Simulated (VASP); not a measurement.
# As (R-3m) in VASP: further runs, part 3 of 3

VASP 6.6.1. The steps go on from the part before.

## (4) Relaxation of cell and atoms, PBE

Contents of INCAR:

```
  PREC = Accurate
  ENCUT = 600
  EDIFF = 1E-7
  ISMEAR = 0
  SIGMA = 0.1
  LREAL = False
  LASPH = True
  NELM = 100
  ALGO = Fast
  ISIF = 3
  LWAVE = False
  LCHARG = False
  GGA = PE
  IBRION = 2
  NSW = 90
  EDIFFG = -0.005
```

Contents of KPOINTS:

```
Automatic mesh
0
Gamma
  15 15 15
```

Contents of POSCAR:

```
As
1.0
    1.8797500000      1.0852741700      3.4857666700
   -1.8797500000      1.0852741700      3.4857666700
    0.0000000000     -2.1705483400      3.4857666700
As
2
Direct
    0.2275400000      0.2275400000      0.2275400000
    0.7724600000      0.7724600000      0.7724600000
```

Potentials or basis: VASP PAW PBE potentials, release 64 (As).

Run with:

```
> cat potpaw_PBE.64/As/POTCAR > POTCAR
> mpirun -np 1 vasp_std > vasp.out
```

OUTCAR:

```text
PREC = Accurate
   ENCUT = 600
   EDIFF = 1E-7
   ISMEAR = 0
   LREAL = False
   LASPH = True
   NELM = 100
   ISIF = 3
   GGA = PE
   IBRION = 2
   NSW = 90
   EDIFFG = -0.005

 ion  position               nearest neighbor table
   1  0.228  0.228  0.228-   2 2.52   2 2.52   2 2.52
   2  0.772  0.772  0.772-   1 2.52   1 2.52   1 2.52

  LATTYP: Found a trigonal (rhomboedric) cell.
 ALAT       =     4.1063182249
 COS(alpha) =     0.5808929386

  Lattice vectors:

 A1 = (   1.8797500000,   1.0852741700,   3.4857666700)
 A2 = (  -1.8797500000,   1.0852741700,   3.4857666700)
 A3 = (   0.0000000000,  -2.1705483400,   3.4857666700)

Analysis of symmetry for initial positions (statically):
=====================================================================
 Subroutine PRICEL returns:
 Original cell was already a primitive cell.

 Routine SETGRP: Setting up the symmetry group for a
 trigonal (rhombohedral) supercell.

 Subroutine GETGRP returns: Found 12 space group operations
 (whereof 12 operations were pure point group operations)
 out of a pool of 12 trial point group operations.

The static configuration has the point symmetry D_3d.

Analysis of symmetry for dynamics (positions and initial velocities):
=====================================================================
 Subroutine PRICEL returns:
 Original cell was already a primitive cell.

 Routine SETGRP: Setting up the symmetry group for a
 trigonal (rhombohedral) supercell.

 Subroutine GETGRP returns: Found 12 space group operations
 (whereof 12 operations were pure point group operations)
 out of a pool of 12 trial point group operations.

The dynamic configuration has the point symmetry D_3d.

 Subroutine INISYM returns: Found 12 space group operations
 (whereof 12 operations are pure point group operations),
 and found     1 'primitive' translations

----------------------------------------------------------------------------------------

                                     Primitive cell

  volume of cell :      42.6667

  direct lattice vectors                    reciprocal lattice vectors
     1.879750000  1.085274170  3.485766670     0.265992818  0.153571025  0.095626978
[... 112 lines left out ...]
   LHFCALC =     F    Hartree Fock is set to
   AEXX    =    0.0000 exact exchange contribution
   IVDW    =     0    specifies the selected vdW correction
   LEPSILON=     F    determine dielectric tensor
   LRPA    =     F    only Hartree local field effects (RPA)
 conjugate gradient relaxation of ions
 non-spin polarized calculation
 RMM-DIIS sequential band-by-band and
 Gauss-broadening in eV      SIGMA  =   0.10
  energy-cutoff  :      600.00
  volume of cell :       42.67
 maximum number of plane-waves:      1443
 NGX is ok and might be reduce to    36
   NGX = 17   NGY = 17   NGZ = 17

--------------------------------------- Ionic step        1  -------------------------------------------

 number of electron      10.0000000 magnetization

 Free energy of the ion-electron system (eV)
  ---------------------------------------------------
  ext. energy  EPLUGINS =         0.00000000
  ---------------------------------------------------
  free energy    TOTEN  =        -9.31574998 eV

  energy without entropy =       -9.31504970  energy(sigma->0) =       -9.31539984

 E-fermi :   5.6228     XC(G=0): -10.0138

 val. band max:        5.6223853883   @ k =   0.4000   0.0667   0.0667
 cond. band min:       5.7385504342   @ k =   0.4000   0.2667   0.2667
 fundamental gap:      0.1161650460
 Fermi energy:         5.6228480010

 k-point     1 :       0.0000    0.0000    0.0000
  band No.  band energies     occupation
      1      -9.5293      2.00000
      2      -0.1942      2.00000
      3       3.0247      2.00000
      4       3.5444      2.00000
      5       3.5444      2.00000
      6       7.3188      0.00000
      7       8.5215      0.00000
      8       8.5215      0.00000
      9      12.3456      0.00000
[... 377 lines left out ...]
  FREE ENERGIE OF THE ION-ELECTRON SYSTEM (eV)
  ---------------------------------------------------
  free  energy   TOTEN  =        -9.3400036131 eV

  energy  without entropy=       -9.3393825754  energy(sigma->0) =       -9.33969309

[... ionic steps 4 to 8 ...]

--------------------------------------- Ionic step        9  -------------------------------------------

 number of electron      10.0000000 magnetization

------------------------ aborting loop because EDIFF is reached ----------------------------------------
[... 67 lines left out ...]
--------------------------------------- Ionic step       11  -------------------------------------------

 number of electron      10.0000000 magnetization

 Free energy of the ion-electron system (eV)
  ---------------------------------------------------
  ext. energy  EPLUGINS =         0.00000000
  ---------------------------------------------------
  free energy    TOTEN  =        -9.34242440 eV

  energy without entropy =       -9.34148318  energy(sigma->0) =       -9.34195379

 E-fermi :   4.9664     XC(G=0):  -9.7300

 val. band max:        4.9317674830   @ k =   0.4000   0.0667   0.0667
 cond. band min:       4.9766393288   @ k =  -0.4667   0.4667   0.4000
 fundamental gap:      0.0448718457
 Fermi energy:         4.9664421953

 k-point     1 :       0.0000    0.0000    0.0000
  band No.  band energies     occupation
      1      -9.7097      2.00000
      2      -1.2115      2.00000
      3       2.4693      2.00000
      4       3.0224      2.00000
      5       3.0224      2.00000
      6       6.5157      0.00000
      7       7.7002      0.00000
      8       7.7002      0.00000
      9      11.8353      0.00000
[... 305 lines left out ...]
  FREE ENERGIE OF THE ION-ELECTRON SYSTEM (eV)
  ---------------------------------------------------
  free  energy   TOTEN  =        -9.3424243996 eV

  energy  without entropy=       -9.3414831771  energy(sigma->0) =       -9.34195379

 reached required accuracy - stopping structural energy minimisation
```

OSZICAR:

```text
N       E                     dE             d eps       ncg     rms          rms(c)
DAV:   1     0.338755374067E+02    0.33876E+02   -0.47531E+03  6192   0.104E+03
DAV:   2    -0.797739969955E+01   -0.41853E+02   -0.40757E+02  9452   0.129E+02
[... 101 lines left out ...]
DAV:   1    -0.934293477119E+01   -0.80547E-03   -0.15068E-02  6414   0.721E-01    0.101E-01
RMM:   2    -0.934256777118E+01    0.36700E-03   -0.32281E-04  6192   0.131E-01    0.566E-02
RMM:   3    -0.934242319412E+01    0.14458E-03   -0.36010E-04  6192   0.117E-01    0.926E-03
RMM:   4    -0.934242465449E+01   -0.14604E-05   -0.25440E-05  6192   0.428E-02    0.756E-03
RMM:   5    -0.934242470781E+01   -0.53316E-07   -0.35516E-06  6192   0.149E-02    0.416E-03
RMM:   6    -0.934242436518E+01    0.34263E-06   -0.47563E-07  5932   0.581E-03    0.424E-04
RMM:   7    -0.934242439961E+01   -0.34438E-07   -0.87527E-08  4427   0.238E-03
  11 F= -.93424244E+01 E0= -.93419538E+01  d E =-.285206E-04
```

CONTCAR:

```text
As
   1.00000000000000
     1.9068688731500472    1.1009312587773215    3.6071557383147659
    -1.9068688731500472    1.1009312587773215    3.6071557383147659
     0.0000000000000000   -2.2018625175546429    3.6071557383147659
  As
     2
Direct
     0.2264155013363365    0.2264155013363365    0.2264155013363365
     0.7735844986636635    0.7735844986636635    0.7735844986636635

  0.00000000E+00  0.00000000E+00  0.00000000E+00
  0.00000000E+00  0.00000000E+00  0.00000000E+00
```

Run time: 17 min. Hardware: 1 thread of Intel Xeon Platinum 8259CL at 2.50GHz (Skylake/Cascade Lake), shared host; peak memory 0.35 GiB.

Results:

| Quantity | Value |
| --- | --- |
| Free energy | -9.3424 eV |
| Relaxed volume | 22.72 Å³/atom |
| Relaxed cell | a = 4.226 Å, b = 4.226 Å, c = 4.226 Å, α = 53.64°, β = 53.64°, γ = 53.64° |
| Space group after relaxing (to 0.05 Å) | R-3m (No. 166) |
| Energy gained by relaxing | 13.3 meV/atom |
| Ionic steps | 11 |
| Pressure after relaxing | 0.0 GPa |
| Band gap on the k mesh | none (metal or under the smearing width) |

The path:
| step | energy change (eV) | largest force (eV/Å) | pressure (GPa) | volume (Å³) |
| --- | --- | --- | --- | --- |
| 1 | 0.0000 | 0.2803 | 3.92 | 42.67 |
| 2 | -0.0115 | 0.3738 | -2.23 | 45.97 |
| 3 | -0.0243 | 0.1155 | 0.14 | 44.53 |
| 4 | -0.0252 | 0.0587 | 0.08 | 44.69 |
| 5 | -0.0255 | 0.0022 | 0.03 | 44.86 |
| 6 | -0.0259 | 0.0000 | 0.04 | 44.94 |
| 7 | -0.0265 | 0.0080 | 0.07 | 45.17 |
| 8 | -0.0263 | 0.0267 | 0.19 | 45.62 |
| 9 | -0.0266 | 0.0167 | 0.12 | 45.36 |
| 10 | -0.0264 | 0.0480 | -0.35 | 45.68 |
| 11 | -0.0267 | 0.0013 | 0.01 | 45.44 |

Final structure:
```xyz
2
Lattice="1.9069 1.1009 3.6072 -1.9069 1.1009 3.6072 0.0000 -2.2019 3.6072" Properties=species:S:1:pos:R:3 pbc="T T T"
As    0.0000    0.0000    2.4501
As    0.0000    0.0000    8.3713
```

PBE usually gives volumes a little too large and moduli too small. Zero-point motion and thermal expansion aren't in these numbers.

## (5) Relaxation of cell and atoms, PBE+D3(BJ)

INCAR: that of step 4 with these lines changed.

```diff
@@ -13,2 +13,3 @@
   GGA = PE
+  IVDW = 12
   IBRION = 2
```

KPOINTS is that of step 4.

POSCAR is that of step 4.

Potentials or basis: VASP PAW PBE potentials, release 64 (As).

Run with:

```
> cat potpaw_PBE.64/As/POTCAR > POTCAR
> mpirun -np 1 vasp_std > vasp.out
```

OUTCAR:

```text
PREC = Accurate
   ENCUT = 600
   EDIFF = 1E-7
   ISMEAR = 0
   LREAL = False
   LASPH = True
   NELM = 100
   ISIF = 3
   GGA = PE
   IVDW = 12
   IBRION = 2
   NSW = 90
   EDIFFG = -0.005
 IVDW          = 12

 ion  position               nearest neighbor table
   1  0.228  0.228  0.228-   2 2.52   2 2.52   2 2.52
   2  0.772  0.772  0.772-   1 2.52   1 2.52   1 2.52

  LATTYP: Found a trigonal (rhomboedric) cell.
 ALAT       =     4.1063182249
 COS(alpha) =     0.5808929386

  Lattice vectors:

 A1 = (   1.8797500000,   1.0852741700,   3.4857666700)
 A2 = (  -1.8797500000,   1.0852741700,   3.4857666700)
 A3 = (   0.0000000000,  -2.1705483400,   3.4857666700)

Analysis of symmetry for initial positions (statically):
=====================================================================
 Subroutine PRICEL returns:
 Original cell was already a primitive cell.

 Routine SETGRP: Setting up the symmetry group for a
 trigonal (rhombohedral) supercell.

 Subroutine GETGRP returns: Found 12 space group operations
 (whereof 12 operations were pure point group operations)
 out of a pool of 12 trial point group operations.

The static configuration has the point symmetry D_3d.

Analysis of symmetry for dynamics (positions and initial velocities):
=====================================================================
[... 245 lines left out ...]

 val. band max:        5.4486794204   @ k =   0.3333   0.2000   0.2000
 cond. band min:       5.4837488091   @ k =   0.4000   0.2000   0.2000
 fundamental gap:      0.0350693887
 Fermi energy:         5.4834596857

 k-point     1 :       0.0000    0.0000    0.0000
  band No.  band energies     occupation
      1      -9.5147      2.00000
      2      -0.3722      2.00000
      3       2.9336      2.00000
      4       3.4715      2.00000
      5       3.4715      2.00000
      6       7.3149      0.00000
      7       8.4176      0.00000
      8       8.4176      0.00000
      9      12.1663      0.00000
[... 309 lines left out ...]
  FREE ENERGIE OF THE ION-ELECTRON SYSTEM (eV)
  ---------------------------------------------------
  free  energy   TOTEN  =       -10.1676846216 eV

  energy  without entropy=      -10.1670656039  energy(sigma->0) =      -10.16737511

[... ionic steps 4 to 9 ...]

--------------------------------------- Ionic step       10  -------------------------------------------

 number of electron      10.0000000 magnetization

------------------------ aborting loop because EDIFF is reached ----------------------------------------
[... 75 lines left out ...]
--------------------------------------- Ionic step       12  -------------------------------------------

 number of electron      10.0000000 magnetization

 Free energy of the ion-electron system (eV)
  ---------------------------------------------------
  ext. energy  EPLUGINS =         0.00000000
  ---------------------------------------------------
  free energy    TOTEN  =        -9.30951674 eV

  energy without entropy =       -9.30891889  energy(sigma->0) =       -9.30921781

 E-fermi :   5.7525     XC(G=0): -10.1274

 val. band max:        5.7097993231   @ k =   0.3333   0.1333   0.1333
 cond. band min:       5.7540464888   @ k =   0.4000   0.2667   0.2667
 fundamental gap:      0.0442471657
 Fermi energy:         5.7524703851

 k-point     1 :       0.0000    0.0000    0.0000
  band No.  band energies     occupation
      1      -9.3740      2.00000
      2       0.1590      2.00000
      3       3.3612      2.00000
      4       3.6620      2.00000
      5       3.6620      2.00000
      6       7.8880      0.00000
      7       8.8761      0.00000
      8       8.8761      0.00000
      9      12.2066      0.00000
[... 309 lines left out ...]
  FREE ENERGIE OF THE ION-ELECTRON SYSTEM (eV)
  ---------------------------------------------------
  free  energy   TOTEN  =       -10.1751477424 eV

  energy  without entropy=      -10.1745498968  energy(sigma->0) =      -10.17484882

 reached required accuracy - stopping structural energy minimisation
```

Wall time 14 min (1 thread of Intel Xeon Platinum 8259CL at 2.50GHz (Skylake/Cascade Lake), shared host); peak memory 0.35 GiB.

Results:

```
Free energy                            : -10.1751 eV
Relaxed volume                         : 20.91 Å³/atom
Relaxed cell                           : a = 4.012 Å, b = 4.012 Å, c = 4.012 Å, α = 56.35°, β = 56.35°, γ = 56.35°
Space group after relaxing (to 0.05 Å) : R-3m (No. 166)
Energy gained by relaxing              : 5.9 meV/atom
Ionic steps                            : 12
Pressure after relaxing                : 0.0 GPa
Band gap on the k mesh                 : none (metal or under the smearing width)
Dispersion energy per atom             : -0.433 eV
```

Step by step:
| step | energy change (eV) | largest force (eV/Å) | pressure (GPa) | volume (Å³) |
| --- | --- | --- | --- | --- |
| 1 | 0.0000 | 0.2785 | 0.66 | 42.67 |
| 2 | -0.0041 | 0.0104 | -1.10 | 43.21 |
| 3 | -0.0044 | 0.0475 | -0.75 | 43.10 |
| 4 | -0.0079 | 0.0228 | -0.48 | 42.68 |
| 5 | -0.0113 | 0.0196 | 0.10 | 41.90 |
| 6 | -0.0114 | 0.0286 | 0.24 | 41.73 |
| 7 | -0.0118 | 0.0291 | -0.13 | 41.83 |
| 8 | -0.0118 | 0.0290 | -0.07 | 41.81 |
| 9 | -0.0119 | 0.0117 | 0.12 | 41.75 |
| 10 | -0.0119 | 0.0039 | 0.05 | 41.77 |
| 11 | -0.0119 | 0.0051 | 0.05 | 41.78 |
| 12 | -0.0119 | 0.0017 | 0.00 | 41.81 |

Final structure:
```yaml
crystal:
  lattice:
    - [1.89436, 1.09371, 3.36354]
    - [-1.89436, 1.09371, 3.36354]
    - [0.00000, -2.18742, 3.36354]
  atoms:
    - { symbol: As, position: [0.23067, 0.23067, 0.23067] }
    - { symbol: As, position: [0.76933, 0.76933, 0.76933] }
```

Caveat: pairwise dispersion overbinds metals, which lowers pressure and volume.

## (6) Relaxation of cell and atoms, PBEsol

INCAR: that of step 5 with these lines changed.

```diff
@@ -1,3 +1,3 @@
   PREC = Accurate
-  ENCUT = 600
+  ENCUT = 300
   EDIFF = 1E-7
@@ -12,4 +12,3 @@
   LCHARG = False
-  GGA = PE
-  IVDW = 12
+  GGA = PS
   IBRION = 2
```

KPOINTS is that of step 5.

POSCAR is that of step 5.

Potentials or basis: VASP PAW PBE potentials, release 64 (As).

Run with:

```
> cat potpaw_PBE.64/As/POTCAR > POTCAR
> mpirun -np 1 vasp_std > vasp.out
```

Wall time 4.6 min (1 thread of Intel Xeon Platinum 8259CL at 2.50GHz (Skylake/Cascade Lake), shared host); peak memory 0.19 GiB.

The run converged. Its results:

```
Free energy                            : -10.2143 eV
Relaxed volume                         : 20.89 Å³/atom
Relaxed cell                           : a = 4.010 Å, b = 4.010 Å, c = 4.010 Å, α = 56.38°, β = 56.38°, γ = 56.38°
Space group after relaxing (to 0.05 Å) : R-3m (No. 166)
Energy gained by relaxing              : 5.5 meV/atom
Ionic steps                            : 12
Pressure after relaxing                : 0.0 GPa
Band gap on the k mesh                 : none (metal or under the smearing width)
```

The path:
| step | energy change (eV) | largest force (eV/Å) | pressure (GPa) | volume (Å³) |
| --- | --- | --- | --- | --- |
| 1 | 0.0000 | 0.2396 | 0.54 | 42.67 |
| 2 | -0.0036 | 0.0035 | -0.98 | 43.11 |
| 3 | -0.0037 | 0.0353 | -0.77 | 43.05 |
| 4 | -0.0073 | 0.0153 | -0.51 | 42.63 |
| 5 | -0.0107 | 0.0181 | 0.06 | 41.86 |
| 6 | -0.0108 | 0.0242 | 0.18 | 41.71 |
| 7 | -0.0110 | 0.0202 | -0.11 | 41.81 |
| 8 | -0.0110 | 0.0211 | -0.05 | 41.79 |
| 9 | -0.0110 | 0.0082 | 0.09 | 41.74 |
| 10 | -0.0110 | 0.0036 | 0.04 | 41.76 |
| 11 | -0.0110 | 0.0040 | 0.03 | 41.76 |
| 12 | -0.0111 | 0.0015 | 0.00 | 41.79 |

Final structure:
```
As
1.0
     1.89442    1.09374    3.36130
    -1.89442    1.09374    3.36130
     0.00000   -2.18749    3.36130
As
2
Cartesian
  0.0000 0.0000 2.3251
  0.0000 0.0000 7.7588
```

Levels at points of the mesh, in eV from the Fermi level:
```csv
k point,band 3,band 4,band 5,band 6,band 7,band 8
"(0.00, 0.00, 0.00)",-2.36,-2.06,-2.06,2.13,3.14,3.14
```

Caveat: the PAW data sets were made with another functional, which shifts forces and pressure a little.

## (7) Summary

```tsv
level	potentials or basis	cutoff (eV)	gap on the mesh (eV)	pressure (GPa)	relaxed volume (Å³/atom)
PBEsol	VASP PAW PBE potentials, release 64 (As)	600	none	0.0	20.90
LDA	VASP PAW LDA potentials, release 64 (As)	600	none	0.0	20.43
PBE	VASP PAW PBE potentials, release 64 (As)	600	none	0.0	22.72
PBE+D3(BJ)	VASP PAW PBE potentials, release 64 (As)	600	none	0.0	20.91
PBEsol	VASP PAW PBE potentials, release 64 (As)	300	none	0.0	20.89
```

Alike in all rows: task relaxation of cell and atoms; no spin polarisation; cell relaxed; k mesh 15 × 15 × 15; smearing gaussian 0.1 eV.

Caveats: the PAW data sets were made with another functional, which shifts forces and pressure a little (some runs); pairwise dispersion overbinds metals, which lowers pressure and volume (some runs).

Total energies depend on the potentials used, so only differences within one code and one set of settings carry meaning.
